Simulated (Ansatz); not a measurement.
# AlNi: the cost of one run

Method: DFT PBE, scalar-relativistic, plane waves, PAW, in Ansatz 0.2.0.

4 further runs of the same task are left out: 2 that didn't finish, 2 set aside as unsound or not needed.

### Step 1. The structure to begin with

It takes space group P4/mmm (No. 123, tetragonal). The conventional cell has a = 2.889 Å, b = 2.889 Å, c = 2.901 Å, α = 90.00°, β = 90.00°, γ = 90.00°. Al (site symmetry 4/mmm) has 8 Ni at 2.51 Å as nearest neighbours. Ni (site symmetry 4/mmm) has 8 Al at 2.51 Å as nearest neighbours.

As a file:

```
Al Ni
1.0
     2.04281   -2.04281    0.00000
     2.04281    2.04281    0.00000
     0.00000    0.00000    2.90114
Al Ni
1 1
Direct
  0.00000 0.00000 0.00000
  0.50000 0.50000 0.50000
```

It goes back to an entry of the Materials Project, which need not be the stable form.

It is the result of an earlier relaxation at this level (volume 12.11 Å³/atom; gap on the mesh: none (metal)).

### Step 2. Bands, states and charges

Contents of input.yaml:

```yaml
crystal:
  lattice:
    - [2.0428069416, -2.0428126723, 0.0]
    - [2.0428069416, 2.0428126723, 0.0]
    - [0.0, 0.0, 2.9011416498]
  atoms:
    - { symbol: Al, position: [0.0, 0.0, 0.0] }
    - { symbol: Ni, position: [0.5, 0.5, 0.5] }
basis:
  ecutwfc: 420
kpoints:
  mp_grid: { grid: [16, 16, 14] }
  band_path:
    path:
      - [[0.0, 0.0, 0.0], [0.0, 0.5, 0.0], [0.5, 0.4999986, 0.0], [0.0, 0.0, 0.0], [0.0, 0.0, 0.5], [0.0, 0.5, 0.5], [0.5, 0.4999986, 0.5], [0.0, 0.0, 0.5]]
      - [[0.0, 0.5, 0.0], [0.0, 0.5, 0.5]]
      - [[0.5, 0.4999986, 0.0], [0.5, 0.4999986, 0.5]]
    npoints: 14
hamiltonian:
  xc: pbe
scf:
  occupations: { method: gaussian, width: 0.1 }
  n_extra_bands: 6
output:
  forces: true
  stress: true
  eigenvalues: true
  populations: true
  dos: { projected: true, de: 0.02, nscf_kmesh: { grid: [24, 24, 21] } }
  bader: true
  write_density: true
  write_potential: true
  elf: true
  volumetric_format: npy
```

On the command line:

```bash
ansatz run input.yaml --threads 1 --pin off --max-ram 2560MiB --backend cpu --events-out ev --progress --plain --runs-dir out
```

What time and memory should one allow on 1 thread of an x86-64 CPU, shared host?

About 35 s, with a peak of 0.55 GiB.
